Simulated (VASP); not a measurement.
A run of VASP 6.6.1 is set up as follows.

File INCAR:

```
SYSTEM = MnS
  ALGO = Normal
  EDIFF = 1E-7
  EDIFFG = -0.002
  ENCUT = 520
  GGA = PS
  IBRION = 2
  ISIF = 3
  ISMEAR = 0
  ISPIN = 2
  LASPH = .TRUE.
  LCHARG = .FALSE.
  LMAXMIX = 4
  LORBIT = 11
  LREAL = .FALSE.
  LWAVE = .FALSE.
  MAGMOM = 5 -5 0 0
  NELM = 150
  NSW = 80
  PREC = Accurate
  SIGMA = 1.0
```

KPOINTS

```
k-points
0
G
  8 8 6
  0 0 0
```

File POSCAR:

```
MnS
1.0
    0.0000000000      2.8000000000     -2.8000000000
    0.0000000000      2.8000000000      2.8000000000
    5.6000000000      0.0000000000      0.0000000000
Mn S
2 2
Direct
    0.0000000000      0.0000000000      0.0000000000
    0.5000000000      0.5000000000      0.5000000000
    0.0000000000      0.5000000000      0.2500000000
    0.5000000000      1.0000000000      0.7500000000
```

Potentials or basis: VASP PAW PBE potentials, release 64 (Mn_pv, S).

Command:

```sh
$ cat potpaw_PBE.64/Mn_pv/POTCAR potpaw_PBE.64/S/POTCAR > POTCAR
$ mpirun -np 1 vasp_std > vasp.out
```

(1) Predict the space group after relaxing (to 0.05 Å).

(2) What does it give for the net moment?

(3) Estimate the band gap on the k mesh.

(4) Predict the relaxed volume.

Answers

(1) F-43m (No. 216).

(2) 0.00 μB per cell.

(3) none (metal or under the smearing width).

(4) 17.49 Å³/atom.

Caveat: the volume moved by over 15 % at a fixed basis, so the end points are rough; the PAW data sets were made with another functional, which shifts forces and pressure a little; the volume moved by -20 % from the deposited cell, more than functionals usually miss; semilocal functionals often make such compounds metallic where correlation or magnetic order opens a gap, which also shifts bond lengths.
